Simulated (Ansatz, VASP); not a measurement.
# Al: VASP beside Ansatz

```
Al
1.0
     0.00000    2.97448    2.97448
     2.97448    0.00000    2.97448
     2.97448    2.97448    0.00000
Al
2
Direct
  0.12500 0.12500 0.12500
  0.87500 0.87500 0.87500
```

Alike in both runs: task single point; functional LDA; k mesh 9 × 9 × 9; occupations fermi-dirac, width 0.1 eV; non-collinear spin, spin-orbit coupling.

```csv
,VASP,Ansatz
version,VASP 6.6.1,Ansatz 0.2.0
potentials or method,"VASP PAW LDA potentials, release 64 (Al)","plane waves (420 eV) with PAW, fully relativistic with spin-orbit coupling"
plane-wave cutoff (eV),520,420
valence electrons in the cell,6,6
```

|  | VASP | Ansatz | Ansatz less VASP |
| --- | --- | --- | --- |
| net moment per atom (μB) | 0.00 | 0.00 | 0.000 |

Ansatz warned: «pseudo_functional_mismatch».
